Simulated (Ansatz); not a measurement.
## PbSe in Ansatz: the effect of functional

Crystal: PbSe.

```xyz
2
Lattice="3.8094 0.0000 0.0000 0.0000 3.8094 0.0000 0.0000 0.0000 3.8094" Properties=species:S:1:pos:R:3 pbc="T T T"
Pb    0.0000    0.0000    0.0000
Se    1.9047    1.9047    1.9047
```

Measurements of this composition are mostly on another form, of space group No. 225.

The cell isn't the ideal one: volume scaled by 1.02.

Alike in all runs:

| Item | Value |
| --- | --- |
| Program | Ansatz 0.2.0 |
| Task | single point |
| Potentials or basis | Ansatz PAW |
| k mesh | 7 × 7 × 7 |
| Occupations | fermi-dirac, width 0.05 eV |
| Spin | no spin polarisation |

```tsv
functional	cutoff	pressure (GPa)
LDA	420 eV (not typed: the program's choice for these potentials)	?
PBEsol	420 eV (not typed: the program's choice for these potentials)	-4.0
r2SCAN	500 eV (not typed: the program's choice for these potentials)	-1.7
```

Task: What does the run with functional LDA give?

Result: Pressure -5.6 GPa.

Caveats: the PAW data sets come from PBE, with cores solved anew for the run's functional, which leaves a small shift of forces and pressure.
